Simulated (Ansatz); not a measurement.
SiC (P6_3mc), ideal shear of a crystal plane

These are results of DFT r2SCAN, scalar-relativistic, plane waves, PAW in Ansatz 0.2.0, not measurements. Cutoff 500 eV, Γ-centred 7×5×2 k-points, Gaussian smearing of 0.05 eV. No spin polarisation. Energies are free energies at this smearing, counted from the undisturbed cell; pressure is positive in compression.

Reference structure (relaxed at this level):

```yaml
crystal:
  lattice:
    - [1.53760, -2.66320, 0.00000]
    - [0.00000, 0.00000, -5.04817]
    - [9.22559, 5.32639, 0.00000]
  atoms:
    - { symbol: Si, position: [0.50000, 0.99540, 0.83333] }
    - { symbol: Si, position: [0.00000, 0.99540, 0.08333] }
    - { symbol: Si, position: [0.50000, 0.99540, 0.33333] }
    - { symbol: Si, position: [0.00000, 0.99540, 0.58333] }
    - { symbol: Si, position: [0.00000, 0.49540, 0.91667] }
    - { symbol: Si, position: [0.50000, 0.49540, 0.16667] }
    - { symbol: Si, position: [0.00000, 0.49540, 0.41667] }
    - { symbol: Si, position: [0.50000, 0.49540, 0.66667] }
    - { symbol: C, position: [0.50000, 0.61960, 0.83333] }
    - { symbol: C, position: [0.00000, 0.61960, 0.08333] }
    - { symbol: C, position: [0.50000, 0.61960, 0.33333] }
    - { symbol: C, position: [0.00000, 0.61960, 0.58333] }
    - { symbol: C, position: [0.00000, 0.11960, 0.91667] }
    - { symbol: C, position: [0.50000, 0.11960, 0.16667] }
    - { symbol: C, position: [0.00000, 0.11960, 0.41667] }
    - { symbol: C, position: [0.50000, 0.11960, 0.66667] }
```

The cut lies on the cell's a–b face, a (1 0 0) plane (indices in the standard cell, whose axes needn't be the Cartesian ones shown) of area 15.52 Å², between layers 1.78 Å apart. Vector c is tilted by f times 1·a + 0·b (length 3.075 Å) with the atoms' Cartesian places fixed: one unrelaxed fault a cell. The traction is dγ/du, the slope of γ against the slip u in Å. Some rows repeat others by symmetry and weren't run.

| f | γ (mJ/m²) | traction (GPa) |
| --- | --- | --- |
| 0.0000 | 0 | 0.0 |
| 0.1000 | 337 | 21.8 |
| 0.2000 | 1307 | 40.3 |
| 0.3000 | 2693 | 46.9 |
| 0.4000 | 3962 | 31.7 |
| 0.5000 | 4470 | 0.0 |
| 0.6000 | 3962 | -31.7 |
| 0.7000 | 2693 | -46.9 |
| 0.8000 | 1307 | -40.3 |
| 0.9000 | 337 | -21.8 |

Read off the first barrier and the stress needed to climb it, and compare with Frenkel's sinusoid.

The first sampled maximum lies at f = 0.500, a slip of 1.54 Å, with γ ≈ 4470 mJ/m², which stands in for the unstable fault energy γ_us, and the steepest sampled slope before it is 46.9 GPa. A sinusoid γ = γ_us sin²(πu/λ) with its maximum there has λ = 3.08 Å and a largest slope πγ_us/λ = 45.7 GPa (1 mJ/m² per Å = 0.01 GPa).

Is there a metastable fault on this line?

Apart from points where γ returns to about zero, no local minimum shows among the samples, so at this sampling the line offers no fault for a dislocation to split on; a fault can still lie off the line.

The cut is rigid; relaxing the faces lowers these energies and usually the stresses.

Cost: 6 runs of about 3.8 core-minutes in all, on Arm Neoverse V2 (shared hosts).